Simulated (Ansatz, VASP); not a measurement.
## Two plane-wave programs on PbF2

File INCAR:

```
PREC = Accurate ; ENCUT = 520
EDIFF = 1E-7 ; ISMEAR = 0
SIGMA = 0.05 ; LREAL = False
LASPH = True ; NELM = 80
ALGO = Normal ; ISIF = 2
LWAVE = False ; LCHARG = True
GGA = PE ; LELF = True
LVHAR = True ; NBANDS = 21
```

KPOINTS

```
Automatic mesh
0
Gamma
  8 8 8
```

Contents of POSCAR:

```
PbF2
1.0
    0.0928078125      2.9698500000      2.9698500000
    3.0626578125      0.0000000000      3.0626578125
    2.9698500000      2.9698500000      0.0928078125
Pb F
1 2
Direct
    0.0000000000      0.0000000000      0.0000000000
    0.2500000000      0.2500000000      0.2500000000
    0.7500000000      0.7500000000      0.7500000000
```

Input for Ansatz:

```yaml
crystal:
  lattice:
    - [0.0928078125, 2.96985, 2.96985]
    - [3.0626578125, 0.0, 3.0626578125]
    - [2.96985, 2.96985, 0.0928078125]
  atoms:
    - { symbol: Pb, position: [0.0, 0.0, 0.0] }
    - { symbol: F, position: [0.25, 0.25, 0.25] }
    - { symbol: F, position: [0.75, 0.75, 0.75] }
basis:
  ecutwfc: 420
kpoints:
  mp_grid: { grid: [8, 8, 8] }
hamiltonian:
  xc: pbe
scf:
  occupations: { method: gaussian, width: 0.05 }
output:
  forces: true
  stress: true
  eigenvalues: true
```

Change from the starting cell: strain +0.0625 x Voigt [0, 0, 0, 0, 1, 0], atoms carried along.

Alike in both runs: task single point; functional PBE; k mesh 8 × 8 × 8; occupations gaussian, width 0.05 eV; no spin polarisation.

|  | VASP | Ansatz |
| --- | --- | --- |
| version | VASP 6.6.1 | Ansatz 0.2.0 |
| potentials or method | VASP PAW PBE potentials, release 64 (Pb_d, F) | scalar-relativistic, plane waves, PAW |
| plane-wave cutoff (eV) | 520 | 420 |
| valence electrons in the cell | 28 | 28 |

|  | VASP | Ansatz | Ansatz less VASP |
| --- | --- | --- | --- |
| gap on the k mesh at the Fermi level (eV) | 4.37 | 4.37 | +0.005 |
| least direct gap on the mesh (eV) | 4.53 | 4.54 | +0.003 |
| pressure (GPa) | 2.4 | 2.6 | +0.20 |
| largest component of the traceless stress (GPa) | 2.07 | 2.04 | -0.026 |
| rms of the force components (eV/Å) | 0.085 | 0.084 | -0.0014 |

Atom by atom the forces differ by 0.001 eV/Å (rms over components).

Caveats: spin-orbit coupling is left out, which as a rule narrows the gap of such compounds by several tenths of an eV. A k mesh can miss the band edges.
